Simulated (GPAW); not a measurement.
Runs of GPAW 26.7.0 on WS2. The cell holds a slab with vacuum, 6 atoms: a = 3.183 Å, b = 3.183 Å, c = 23.669 Å, α = 90.00°, β = 90.00°, γ = 120.00°. 

```csv
task,level,potentials or basis,band path,band points,mesh quality,gap on the mesh (eV),V0 of scaled cells (Å³/atom),B0 (GPa),largest force (eV/Å)
equation of state,LDA,"the program's PAW data sets (release 1.2.1) made for this functional, pw",-,-,coarse,-,33.33,91,-
band structure,PBEsol,"PAW data sets generated in the run's folder for this functional, pw","GMKGALHA,LM,KH",61,not flagged,1.44,-,-,(c)
band structure,LDA,"the program's PAW data sets (release 1.2.1) made for this functional, pw","GMKGALHA,LM,KH",61,not flagged,1.43,-,-,0.44
equation of state,PBEsol,"PAW data sets generated in the run's folder for this functional, pw",-,-,coarse,-,34.01,(b),-
band structure,r2SCAN,"GPAW PAW data sets (gpaw-data 1.2.1), pw","GMKGALHA,LM,KH",61,not flagged,(a),-,-,0.01
```

Alike in all rows: no spin polarisation; cell as given; k mesh 6 × 6 × 1; cutoff (eV) 600; smearing fermi-dirac 0.05 eV.

Estimate the missing entries.

(a) 1.56; (b) 87; (c) 0.10.

Caveats: some runs use coarse meshes; spin-orbit coupling is left out, which moves the levels of the heavy elements (some runs); the cell was scaled at fixed shape and fractional positions, which overstates the stiffness of a crystal with free parameters, most of all of layers and chains (some runs); the PAW data sets were made with another functional, which shifts forces and pressure a little (some runs).

A k mesh can miss the band edges, and the runs leave out spin-orbit coupling on W.

Runs at the PBE level aren't shown here.
